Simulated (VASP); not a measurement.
# Bi2Se3 (Paraguanajuatite) (R-3m) in VASP: notebook

The runs below take Bi2Se3 (Paraguanajuatite) through relaxation of cell and atoms, with PBEsol.

Program: VASP 6.6.1. These are calculated values, not measurements. Logs are shortened: lines on timing, memory, paths and dates and some standing lists are left out, and cuts for length are marked.

## Step 1: The structure

Symmetry: R-3m, No. 166, trigonal system. The conventional cell has a = 4.143 Å, b = 4.143 Å, c = 28.636 Å, α = 90.00°, β = 90.00°, γ = 120.00°. Around Bi (site symmetry 3m) lie 6 Se at 2.85 to 3.07 Å. Around Se (site symmetry -3m) lie 6 Bi at 3.07 Å. Se (site symmetry 3m) has 3 Bi at 2.85 Å as nearest neighbours.

## Step 2: Relaxation of cell and atoms, PBEsol

Contents of INCAR:

```
PREC = Accurate
ENCUT = 600
EDIFF = 1E-6
ISMEAR = 0
SIGMA = 0.03
LREAL = False
LASPH = True
NELM = 80
ALGO = Normal
ISIF = 3
LWAVE = False
LCHARG = False
GGA = PS
IBRION = 2
NSW = 90
EDIFFG = -0.01
```

Contents of KPOINTS:

```
regular mesh
0
Gamma
  8 8 8
```

Contents of POSCAR:

```
Bi2Se3
1.0
    2.0715000000      1.1959810826      9.5453333333
   -2.0715000000      1.1959810826      9.5453333333
    0.0000000000     -2.3919621653      9.5453333333
Bi Se
2 3
Direct
    0.4008000000      0.4008000000      0.4008000000
    0.5992000000      0.5992000000      0.5992000000
    0.0000000000      0.0000000000      0.0000000000
    0.2117000000      0.2117000000      0.2117000000
    0.7883000000      0.7883000000      0.7883000000
```

Potentials or basis: VASP PAW PBE potentials, release 64 (Bi_d, Se).

Run with:

```bash
$ cat potpaw_PBE.64/Bi_d/POTCAR potpaw_PBE.64/Se/POTCAR > POTCAR
$ mpirun -np 1 vasp_std > vasp.out
```

OUTCAR:

```text
PREC = Accurate
   ENCUT = 600
   EDIFF = 1E-6
   ISMEAR = 0
   LREAL = False
   LASPH = True
   NELM = 80
   ISIF = 3
   GGA = PS
   IBRION = 2
   NSW = 90
   EDIFFG = -0.01

 ion  position               nearest neighbor table
   1  0.401  0.401  0.401-   5 2.85   5 2.85   5 2.85   3 3.07   3 3.07   3 3.07
   2  0.599  0.599  0.599-   4 2.85   4 2.85   4 2.85   3 3.07   3 3.07   3 3.07
   3  0.000  0.000  0.000-   2 3.07   2 3.07   1 3.07   1 3.07   2 3.07   1 3.07
   4  0.212  0.212  0.212-   2 2.85   2 2.85   2 2.85
   5  0.788  0.788  0.788-   1 2.85   1 2.85   1 2.85

  LATTYP: Found a trigonal (rhomboedric) cell.
 ALAT       =     9.8404710987
 COS(alpha) =     0.9113725833

  Lattice vectors:

 A1 = (   2.0715000000,   1.1959810826,   9.5453333333)
 A2 = (  -2.0715000000,   1.1959810826,   9.5453333333)
 A3 = (   0.0000000000,  -2.3919621653,   9.5453333333)

Analysis of symmetry for initial positions (statically):
=====================================================================
 Subroutine PRICEL returns:
 Original cell was already a primitive cell.

 Routine SETGRP: Setting up the symmetry group for a
 trigonal (rhombohedral) supercell.

 Subroutine GETGRP returns: Found 12 space group operations
 (whereof 12 operations were pure point group operations)
 out of a pool of 12 trial point group operations.

The static configuration has the point symmetry D_3d.

Analysis of symmetry for dynamics (positions and initial velocities):
=====================================================================
 Subroutine PRICEL returns:
 Original cell was already a primitive cell.

 Routine SETGRP: Setting up the symmetry group for a
 trigonal (rhombohedral) supercell.

 Subroutine GETGRP returns: Found 12 space group operations
 (whereof 12 operations were pure point group operations)
 out of a pool of 12 trial point group operations.

The dynamic configuration has the point symmetry D_3d.

 Subroutine INISYM returns: Found 12 space group operations
 (whereof 12 operations are pure point group operations),
 and found     1 'primitive' translations

----------------------------------------------------------------------------------------

                                     Primitive cell

  volume of cell :     141.8899

  direct lattice vectors                    reciprocal lattice vectors
     2.071500000  1.195981083  9.545333333     0.241370987  0.139355604  0.034921078
    -2.071500000  1.195981083  9.545333333    -0.241370987  0.139355604  0.034921078
     0.000000000 -2.391962165  9.545333333     0.000000000 -0.278711209  0.034921078

  length of vectors
     9.840471099  9.840471099  9.840471099     0.280890405  0.280890405  0.280890405

  position of ions in fractional coordinates (direct lattice)
     0.400800000  0.400800000  0.400800000
     0.599200000  0.599200000  0.599200000
     0.000000000  0.000000000  0.000000000
     0.211700000  0.211700000  0.211700000
     0.788300000  0.788300000  0.788300000

  ion indices of the primitive-cell ions
   primitive index   ion index
                 1           1
                 2           2
                 3           3
                 4           4
                 5           5

----------------------------------------------------------------------------------------

 KPOINTS: regular mesh

Automatic generation of k-mesh.
 Grid dimensions read from file:
 generate k-points for:    8    8    8

 Generating k-lattice:

  Cartesian coordinates                     Fractional coordinates (reciprocal lattice)
     0.030171373  0.017419451  0.004365135     0.125000000 -0.000000000  0.000000000
    -0.030171373  0.017419451  0.004365135    -0.000000000  0.125000000  0.000000000
     0.000000000 -0.034838901  0.004365135     0.000000000  0.000000000  0.125000000

  Length of vectors
     0.035111301  0.035111301  0.035111301

  Shift w.r.t. Gamma in fractional coordinates (k-lattice)
     0.000000000  0.000000000  0.000000000

 Subroutine IBZKPT returns following result:
 ===========================================

 Found     65 irreducible k-points:

 Following reciprocal coordinates:
            Coordinates               Weight
  0.000000  0.000000  0.000000      1.000000
  0.125000  0.000000 -0.000000      6.000000
  0.250000  0.000000 -0.000000      6.000000
  0.375000 -0.000000 -0.000000      6.000000
  0.500000  0.000000 -0.000000      3.000000
  0.125000  0.125000 -0.000000      6.000000
[... 16 lines left out ...]
  0.250000  0.125000  0.125000      6.000000
  0.375000  0.125000  0.125000      6.000000
 [... further k-points ...]
   k-points           NKPTS =     65   k-points in BZ     NKDIM =     65   number of bands    NBANDS=     28
   number of dos      NEDOS =    301   number of ions     NIONS =      5
   total plane-waves  NPLWV = 512000
   dimension x,y,z NGX =    80 NGY =   80 NGZ =   80
   dimension x,y,z NGXF=   160 NGYF=  160 NGZF=  160
   ions per type =               2   3
   NGX,Y,Z   is equivalent  to a cutoff of  13.52, 13.52, 13.52 a.u.
   NGXF,Y,Z  is equivalent  to a cutoff of  27.03, 27.03, 27.03 a.u.
 SYSTEM =  unknown system
   PREC   = accura    normal or accurate (medium, high low for compatibility)
   ISTART =      0    job   : 0-new  1-cont  2-samecut
   ICHARG =      2    charge: 1-file 2-atom 10-const
   ISPIN  =      1    spin polarized calculation?
   LNONCOLLINEAR =      F non collinear calculations
   LSORBIT =      F    spin-orbit coupling
   LASPH  =      T    aspherical Exc in radial PAW
   ENCUT  =  600.0 eV  44.10 Ry    6.64 a.u.  19.65 19.65 19.65*2*pi/ulx,y,z
   NELM   =     80;   NELMIN=  2; NELMDL= -5     # of ELM steps
   EDIFF  = 0.1E-05   stopping-criterion for ELM
   LREAL  =      F    real-space projection
   EDIFFG = -.1E-01   stopping-criterion for IOM
   NSW    =     90    number of steps for IOM
   IBRION =      2    ionic relax: 0-MD 1-quasi-New 2-CG
   NFREE  =      1    steps in history (QN), initial steepest desc. (CG)
   ISIF   =      3    stress and relaxation
   ISYM   =      2    0-nonsym 1-usesym 2-fastsym
   POTIM  = 0.5000    time-step for ionic-motion
   TEBEG  =    0.0;   TEEND  =   0.0 temperature during run
   PSTRESS=    0.0 pullay stress
   NELECT =      48.0000    total number of electrons
   NUPDOWN=      -1.0000    fix difference up-down
   EMIN   =  10.00;   EMAX   =-10.00  energy-range for DOS
   EFERMI =   0.00;   METHOD = LEGACY
   ISMEAR =     0;   SIGMA  =   0.03  broadening in eV -4-tet -1-fermi 0-gaus
   EFERMI_NEDOS =   21; number of points for ismear=-14 and -15
   IALGO  =     38    algorithm
   IMIX   =      4    mixing-type and parameters
     AMIX     =   0.40;   BMIX     =  1.00
     AMIX_MAG =   1.60;   BMIX_MAG =  1.00
  volume/ion in A,a.u.               =      28.38       191.50
  Fermi-wavevector in a.u.,A,eV,Ry     =   1.140700  2.155610 17.703848  1.301196
  Thomas-Fermi vector in A             =   2.277401
   LORBIT       =      0    0 simple, 1 ext, 2 COOP (PROOUT), +10 PAW based schemes
   GGA     = PS    functional components
   LHFCALC =     F    Hartree Fock is set to
   AEXX    =    0.0000 exact exchange contribution
   IVDW    =     0    specifies the selected vdW correction
   LEPSILON=     F    determine dielectric tensor
   LRPA    =     F    only Hartree local field effects (RPA)
 conjugate gradient relaxation of ions
 non-spin polarized calculation
 Gauss-broadening in eV      SIGMA  =   0.03
  energy-cutoff  :      600.00
  volume of cell :      141.89
 maximum number of plane-waves:      4758
   NGX = 39   NGY = 39   NGZ = 39

--------------------------------------- Ionic step        1  -------------------------------------------

 number of electron      47.9999997 magnetization

 Free energy of the ion-electron system (eV)
  ---------------------------------------------------
  ext. energy  EPLUGINS =         0.00000000
  ---------------------------------------------------
  free energy    TOTEN  =       -22.04868304 eV

  energy without entropy =      -22.04868262  energy(sigma->0) =      -22.04868283

------------------------ aborting loop because EDIFF is reached ----------------------------------------

  FORCE on cell =-STRESS in cart. coord.  units (eV):
  Direction    XX          YY          ZZ          XY          YZ          ZX
  --------------------------------------------------------------------------------------
  -------------------------------------------------------------------------------------
  Total       -0.2235981     -0.2235981     -0.2003771      0.0000000      0.0000000      0.0000000
  in kB       -2.5248004     -2.5248004     -2.2625963      0.0000000      0.0000000      0.0000000
  external PRESSURE =      -2.4373990 kB  Pullay stress =       0.0000000 kB
[... 141 lines left out ...]
  energy  without entropy=      -22.0522534312  energy(sigma->0) =      -22.05225462

--------------------------------------- Ionic step        5  -------------------------------------------

 number of electron      48.0000004 magnetization

 Free energy of the ion-electron system (eV)
  ---------------------------------------------------
  ext. energy  EPLUGINS =         0.00000000
  ---------------------------------------------------
  free energy    TOTEN  =       -22.05243540 eV

  energy without entropy =      -22.05243316  energy(sigma->0) =      -22.05243428

 E-fermi :   4.9936     XC(G=0):  -9.7190

 val. band max:        4.9383455078   @ k =   0.0000   0.0000   0.0000
 cond. band min:       5.0487581676   @ k =   0.0000   0.0000   0.0000
 fundamental gap:      0.1104126599
 Fermi energy:         4.9935518416

 k-point     1 :       0.0000    0.0000    0.0000
  band No.  band energies     occupation
      1     -18.1208      2.00000
      2     -18.1208      2.00000
      3     -18.1187      2.00000
      4     -18.1187      2.00000
      5     -18.1106      2.00000
      6     -18.1079      2.00000
[... 733 lines left out ...]
     27       6.8787      0.00000
     28       7.7262      0.00000

 [... further k-points ...]

------------------------ aborting loop because EDIFF is reached ----------------------------------------

  FORCE on cell =-STRESS in cart. coord.  units (eV):
  Direction    XX          YY          ZZ          XY          YZ          ZX
  --------------------------------------------------------------------------------------
  -------------------------------------------------------------------------------------
  Total        0.0061851      0.0061851     -0.0066580      0.0000000      0.0000000      0.0000000
  in kB        0.0703801      0.0703801     -0.0757610      0.0000000      0.0000000      0.0000000
  external PRESSURE =       0.0216664 kB  Pullay stress =       0.0000000 kB
[... 20 lines left out ...]
  FREE ENERGIE OF THE ION-ELECTRON SYSTEM (eV)
  ---------------------------------------------------
  free  energy   TOTEN  =       -22.0524354013 eV

  energy  without entropy=      -22.0524331646  energy(sigma->0) =      -22.05243428

 reached required accuracy - stopping structural energy minimisation
```

Wall time 59 min (1 thread of Intel Xeon Platinum 8259CL at 2.50GHz (Skylake/Cascade Lake), shared host); peak memory 1.2 GiB.

What came out:

```
Free energy                            : -22.0524 eV
Relaxed volume                         : 28.16 Å³/atom
Relaxed cell                           : a = 9.817 Å, b = 9.817 Å, c = 9.817 Å, α = 24.30°, β = 24.30°, γ = 24.30°
Space group after relaxing (to 0.05 Å) : R-3m (No. 166)
Energy gained by relaxing              : 0.8 meV/atom
Ionic steps                            : 5
Pressure after relaxing                : 0.0 GPa
Largest force after relaxing           : 0.006 eV/Å
Band gap on the k mesh                 : 0.11 eV, direct
```

Forces in eV/Å, atoms in the order of the input:
```
Bi   0.000  0.000  0.006
Bi   0.000  0.000 -0.006
Se   0.000  0.000  0.000
Se   0.000  0.000 -0.002
Se   0.000  0.000  0.002
```

Step by step:
```csv
step,energy change (eV),largest force (eV/Å),pressure (GPa),volume (Å³)
1,0.0000,0.1662,-0.24,141.89
2,-0.0031,0.0798,0.02,141.01
3,-0.0034,0.0433,0.18,140.53
4,-0.0036,0.0385,-0.11,141.00
5,-0.0038,0.0065,0.00,140.80
```

Final structure:
```
Bi Se
1.0
     2.06594    1.19277    9.52319
    -2.06594    1.19277    9.52319
     0.00000   -2.38554    9.52319
Bi Se
2 3
Direct
  0.40029 0.40029 0.40029
  0.59971 0.59971 0.59971
  0.00000 0.00000 0.00000
  0.21143 0.21143 0.21143
  0.78857 0.78857 0.78857
```

Caveat: the PAW data sets were made with another functional, which shifts forces and pressure a little; spin-orbit coupling is left out, which as a rule narrows the gap of such compounds by several tenths of an eV.

(Part 1 of 2 ends here.)
